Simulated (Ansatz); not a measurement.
# Y2CS2 MXene monolayer in a perpendicular field, part 4 of 4

Aim: how the Y2CS2 MXene monolayer screens a field along its normal, and what the field does to its bands. A positive field points along +c.

Ansatz 0.2.0; plane-wave DFT, LDA, Ansatz PAW (the session's first sound run).

So far, equivalent conductor thickness p/(ε₀AE) (Å): step 9 (response, atoms held, LDA) 7.58; step 12 (response at this level, LDA) 7.56; step 15 (PBE) 7.55; step 18 (r2SCAN) 7.52; step 22 (HSE06) 7.51.

## (23) The same run with other settings

This step: plane-wave DFT, LDA, Ansatz PAW (Ansatz 0.2.0).

An input spoilt on purpose, to show how the run answers: it repeats the earlier run at 0.1 V/Å with efield.amplitude from 0.1 to 3.0, and scf.max_iter set to 100.

The input, input.yaml:

```yaml
crystal:
  lattice:
    - [3.7485198972, 0.0, 0.0]
    - [-1.8742599486, 3.2463134575, 0.0]
    - [0.0, 0.0, 23.7156853341]
  atoms:
    - { symbol: S, position: [0.3333333333, 0.6666666667, 0.3794956744] }
    - { symbol: "Y", position: [0.6666666667, 0.3333333333, 0.439725967] }
    - { symbol: C, position: [0.0, 0.0, 0.5] }
    - { symbol: "Y", position: [0.3333333333, 0.6666666667, 0.560274033] }
    - { symbol: S, position: [0.6666666667, 0.3333333333, 0.6205043256] }
kpoints:
  mp_grid: { grid: [18, 18, 1] }
  band_path:
    path: [[0, 0, 0], [0.5, 0, 0], [0.33333333, 0.33333333, 0], [0, 0, 0]]
    npoints: 16
hamiltonian:
  xc: lda
scf:
  occupations: { method: fermi_dirac, width: 0.05 }
  convergence: { dr2_threshold: 1.0e-10 }
  max_iter: 100
efield:
  axis: 3
  dipole_correction: true
  ramp_position: 0.97
  ramp_width: 0.06
  amplitude: 3.0
output:
  write_potential: true
  write_density: true
  volumetric_format: npy
```

Launch:

```sh
ansatz run input.yaml --threads 4 --pin off --max-ram 6144MiB --backend cpu --events-out ev --progress --plain --runs-dir out
```

Numbers of over 12 decimals in the logs are rounded to 6 here.

The program printed:

```text
[...]
Crystal: 5 atoms, lattice volume = 288.593 Å³
Basis set: ecut = 420 eV, 5659 PW (Γ)
Bands: 24, of which v1, the nominal top of the filled ones, is band 19 counted from 1 (18 counted from 0)
Symmetry: 6 space group operations
k-points: 37 of 324 (time reversal used)
[...]
SCF iter   1: F=—  HF=-9482.500771 eV  |F-HF|=—  |Δ(HF+E_count)|=         —  Δρ=4.70e-2  dr2=3.63e1  ethr=3.10e-3  p=1.908 e·Å  D=1.20e0 V/Å  ΔV_dip=-28.37 eV  dr2_dipole=7.28e0  V_vac-E_F(+/−)=29.30/7.06 eV  ⟨swp⟩=11.6  Hψ=6883  notcnv=0
[...]
SCF iter  15: F=-9479.193033 eV  HF=-9479.193033 eV  |F-HF|=4.18e-11  |Δ(HF+E_count)|=  7.64e-11  Δρ=3.82e-8  dr2=8.24e-12  ethr=1.00e-12  p=1.547 e·Å  D=9.70e-1 V/Å  ΔV_dip=-23.00 eV  dr2_dipole=7.90e-13  V_vac-E_F(+/−)=27.38/0.47 eV  ⟨swp⟩=11.1  Hψ=4463  notcnv=0
WARN: efield: at this solve's end the planar-averaged density reaches 4.67e-4 e/Å³ inside the ramp window [0.9278, 0.2428] (bound 1e-5 e/Å³); the window's nearer edge stands 3.24 Å from this solve's nearest atom along the axis. Its free energy, forces, stress, dipole, levels and responses can be off, and this figure does not tell by how much. The cell may have no vacuum along `efield.axis`. A short vacuum, a low `basis.ecutwfc` or `basis.ecutrho_ratio` and negative occupations (`scf.occupations.method`) can put density there. See the manual's quickstart, § The vacuum guard
SCF 1 converged in 15 iterations: F = -9479.193033 eV  dr2 = 8.24e-12
[...]
SCF converged after 15 iterations
Free energy (F): -9479.193033 eV
[...]
Internal energy: -9479.148815 eV  (E = F + TS)
E sigma→0 (E₀):  -9479.170924 eV
Entropy (-TS):   -0.044219 eV (-8.844 meV/atom)
Fermi energy:    -2.126001 eV
Dipole field:    D = 0.969888 V/Å  (p = 1.546841 e·Å, saw-weighted, corrected)
Work function:   not extracted (applied field tilts the vacuum); planar V_es + V_field profile in the machine report
[...]
Vacuum region:   at the solve's end the planar-averaged density reaches 4.67e-4 e/Å³ inside the ramp window [0.9278, 0.2428] (bound 1e-5 e/Å³)
[...]
--- Band table (eV; the first three rows and the last of 37) ---
  k-point 0: bands = [... 15 lower, -3.0427, -3.0427, -1.7657, -1.3351, -1.3351, -0.0158, 1.1570, 1.1570, ... 1 higher]
  k-point 1: bands = [... 15 lower, -3.1711, -3.0414, -1.6896, -1.5174, -1.4038, 0.0134, 1.1416, 1.2491, ... 1 higher]
  k-point 2: bands = [... 15 lower, -3.3121, -3.0396, -1.9547, -1.5730, -1.5712, 0.0926, 1.0066, 1.4811, ... 1 higher]
  k-point 36: bands = [... 15 lower, -3.6100, -3.2359, -2.7595, -2.7500, -2.6669, 1.9034, 1.9985, 2.1581, ... 1 higher]
```

It took 18 s on 4 threads of Arm Neoverse V1, shared host; peak memory 0.67 GiB; 69 s of CPU time.

```csv
quantity,this run,earlier run,difference
dipole along the normal (e·Å),1.547,0.05095,1.5
```

The applied field differs between the two, so the dipoles differ in any case.

In so strong a field the program warns of density in the ramp of the sawtooth; these numbers are not the system's.

## (24) Varying the input: hamiltonian.xc = "revpbe" and basis.ecutwfc = "400 eV"

This step: plane-wave DFT, LDA, Ansatz PAW, but for the change named below (Ansatz 0.2.0).

Another changed input: it repeats the earlier run at 0.1 V/Å with hamiltonian.xc from lda to revpbe and basis.ecutwfc to 400 eV.

input.yaml, as its differences from that of step 23:

```diff
@@ -17,3 +17,3 @@
 hamiltonian:
-  xc: lda
+  xc: revpbe
 scf:
@@ -21,3 +21,2 @@
   convergence: { dr2_threshold: 1.0e-10 }
-  max_iter: 100
 efield:
@@ -27,3 +26,3 @@
   ramp_width: 0.06
-  amplitude: 3.0
+  amplitude: 0.1
 output:
@@ -32 +31,3 @@
   volumetric_format: npy
+basis:
+  ecutwfc: "400 eV"
```

The program printed:

```text
Warning: basis.ecutwfc = 400 eV is below the records' recommended 420 eV, and the density's cutoff is lower with it unless basis.ecutrho_ratio is high enough to keep the records' density cutoff: compare with a run at a higher cutoff
[...]
Crystal: 5 atoms, lattice volume = 288.593 Å³
Basis set: ecut = 400 eV, 5177 PW (Γ)
Bands: 24, of which v1, the nominal top of the filled ones, is band 19 counted from 1 (18 counted from 0)
Symmetry: 6 space group operations
k-points: 37 of 324 (time reversal used)
[...]
SCF iter   1: F=—  HF=-9773.535516 eV  |F-HF|=—  |Δ(HF+E_count)|=         —  Δρ=4.01e-2  dr2=1.27e1  ethr=3.10e-3  p=0.053 e·Å  D=3.29e-2 V/Å  ΔV_dip=-0.78 eV  dr2_dipole=1.74e-3  V_vac-E_F(+/−)=9.93/8.57 eV  ⟨swp⟩=8.6  Hψ=5102  notcnv=0
[...]
SCF iter  14: F=-9771.712782 eV  HF=-9771.712782 eV  |F-HF|=1.82e-12  |Δ(HF+E_count)|=  8.73e-11  Δρ=3.32e-8  dr2=5.51e-12  ethr=1.00e-12  p=0.051 e·Å  D=3.18e-2 V/Å  ΔV_dip=-0.76 eV  dr2_dipole=1.07e-13  V_vac-E_F(+/−)=7.29/5.90 eV  ⟨swp⟩=2.0  Hψ=1532  notcnv=0
SCF 1 converged in 14 iterations: F = -9771.712782 eV  dr2 = 5.51e-12
[...]
SCF converged after 14 iterations
Free energy (F): -9771.712782 eV
[...]
Internal energy: -9771.667315 eV  (E = F + TS)
E sigma→0 (E₀):  -9771.690048 eV
Entropy (-TS):   -0.045467 eV (-9.093 meV/atom)
Fermi energy:    -1.575390 eV
Dipole field:    D = 0.031838 V/Å  (p = 0.050778 e·Å, saw-weighted, corrected)
Work function:   not extracted (applied field tilts the vacuum); planar V_es + V_field profile in the machine report
[...]
--- Band table (eV; the first three rows and the last of 37) ---
  k-point 0: bands = [... 15 lower, -2.4872, -2.4872, -1.1305, -0.7943, -0.7943, 1.8824, 1.8824, 2.4108, ... 1 higher]
  k-point 1: bands = [... 15 lower, -2.6129, -2.4870, -1.0673, -0.9648, -0.8593, 1.8540, 1.9720, 2.4096, ... 1 higher]
  k-point 2: bands = [... 15 lower, -2.7262, -2.4886, -1.3813, -1.0196, -0.9773, 1.6912, 2.2002, 2.4904, ... 1 higher]
  k-point 36: bands = [... 15 lower, -2.7938, -2.7799, -2.2199, -2.2177, -2.1765, 2.6885, 2.6912, 2.8805, ... 1 higher]
```

It took 13 s on 4 threads; peak memory 0.65 GiB.

This step gave:

* energy at zero smearing: -9771.6900 eV
* dipole along the normal: 0.05078 e·Å

The electronic bands at the labelled points (eV, zero at the Fermi level):

```csv
point,band 15,band 16,band 17,band 18,band 19,band 20,band 21,band 22
Γ,-1.57,-0.91,-0.91,0.44,0.78,0.78,3.46,3.46
halfway,-1.53,-1.33,-0.95,-0.41,0.15,0.33,2.62,4.43
M,-1.38,-1.35,-1.00,-0.95,0.03,0.09,2.06,4.33
halfway,-1.38,-1.26,-1.21,-0.78,-0.65,-0.13,2.89,4.82
K,-2.06,-1.22,-1.20,-0.64,-0.64,-0.60,4.26,4.27
halfway,-1.83,-1.23,-0.99,-0.37,-0.33,0.19,3.39,3.47
Γ,-1.57,-0.91,-0.91,0.44,0.78,0.78,3.46,3.46
```

```csv
quantity,this run,earlier run,difference
dipole along the normal (e·Å),0.05078,0.05095,-1.7e-4
```

The dipole moves by under 0.5 % or 5e-5 e·Å. The run took 14 SCF cycles against 13.

Of the bands kept, 3 cross the Fermi level on this path.

## (25) What came out

- gap without field: none
- work function, upper face: 6.88 eV
- equivalent conductor thickness, atoms held: 7.58 Å
- equivalent conductor thickness, LDA: 7.56 Å
- equivalent conductor thickness, PBE: 7.55 Å
- equivalent conductor thickness, r2SCAN: 7.52 Å
- equivalent conductor thickness, HSE06: 7.51 Å

What this shows: The induced dipole equals that of a perfect conductor 7.58 Å thick, while the outer atoms lie 5.72 Å apart. Across the functionals the thickness runs from 7.51 to 7.56 Å; those runs use a coarser k-mesh, so they are to be compared with each other. There is no gap over 0.03 eV, with or without the field. The main runs have no spin polarisation; a magnetic state could lie lower and would change these results. Spin-orbit coupling is left out. The MXene's terminations sit over the metal atoms of its far layer; the site over carbon or nitrogen, which some compounds prefer, was not run.

[Logs are printed without paths, hosts, clocks, repeated set-up lines and the standing remarks that a program may print on its own settings, such as how far it seeks lower states.]

[Hosts, paths, dates, database ids (printed as entryN), source tags and the programs' standing remarks are cut or masked in the printed files.]

[Maps of the electrostatic potential energy from Ansatz leave out the sawtooth potential of an applied field or a dipole correction, so their vacuum need not be flat; planar profiles and work functions include it.]
